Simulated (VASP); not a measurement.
# Te2Mo (distorted 1T (CdI2) bulk): one PBE single-point calculation in two programs

```xyz
3
Lattice="3.5029 0.0128 0.0424 -1.7404 2.9858 -0.1097 0.0869 -0.2095 7.3457" Properties=species:S:1:pos:R:3 pbc="T T T"
Mo   -0.0117    0.0429    0.0052
Te    0.0549    1.9110    1.8058
Te    1.8661    0.8440    5.5258
```

Each program uses its own PAW datasets. VASP's cell holds 26 valence electrons and Ansatz's 46. Ansatz's stress includes a Pulay correction; VASP's doesn't.

Cutoffs: 520 eV in VASP, 420 eV in Ansatz. k meshes: 8×8×4 and 8×8×4.

|  | VASP | Ansatz |
| --- | --- | --- |
| gap between bands v and c on the k mesh | -0.15 eV (bands overlap: a metal) | -0.15 eV (bands overlap: a metal) |
| least direct gap on the k mesh | 0.18 eV | 0.18 eV |
| pressure | 4.1 GPa | 4.1 GPa |
| largest force | 1.25 eV/Å | 1.25 eV/Å |

Forces (eV/Å), VASP:

```tsv
atom	Fx	Fy	Fz
Mo	0.259	-0.506	0.052
Te	-0.254	1.109	0.526
Te	-0.005	-0.603	-0.578
```

Ansatz:

```tsv
atom	Fx	Fy	Fz
Mo	0.259	-0.509	0.051
Te	-0.254	1.113	0.516
Te	-0.005	-0.604	-0.566
```
